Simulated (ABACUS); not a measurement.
CdTe, 2 atoms in the cell. Symmetry: F-43m, No. 216, cubic system. The conventional cell has a = 6.410 Å, b = 6.410 Å, c = 6.410 Å, α = 90.00°, β = 90.00°, γ = 90.00°. Around Te (site symmetry -43m) lie 4 Cd at 2.78 Å. Cd (site symmetry -43m) has 4 Te at 2.78 Å as nearest neighbours. 

* Program: ABACUS 3.10.1
* Task: single point
* Functional: TASK
* Potentials or basis: SG15 ONCV 1.2 PBE
* Cutoff: 1619 eV
* Density cutoff: 6476 eV
* Basis: plane waves
* k mesh: 4 × 4 × 4
* Occupations: fermi-dirac, width 0.05 eV
* Spin: no spin polarisation
* Radial cutoff of the potentials (pseudo_rcut): 10 bohr
* SCF threshold on the density: 1e-08
* Max SCF steps: 100
* Eigensolver: dav
* Mixing: broyden
* Mixing share: 0.7
* Symmetry key: 1
* Bands: 28

Potentials or basis: SG15 ONCV 1.2 PBE, plane waves.

Launch:

```bash
$ OMP_NUM_THREADS=1 mpirun -np 4 abacus > log
```

Hardware: 4 MPI ranks on AMD EPYC 9R45 96-Core Processor (Zen 5), with other jobs on the host.

Question: Estimate the wall time of this run.

Answer: It took 25 s on 4 MPI ranks on AMD EPYC 9R45 96-Core Processor (Zen 5) (shared host), peak memory 0.8 GiB a rank. Counts: scf iterations 9, k points 8, bands 28, ranks 4.
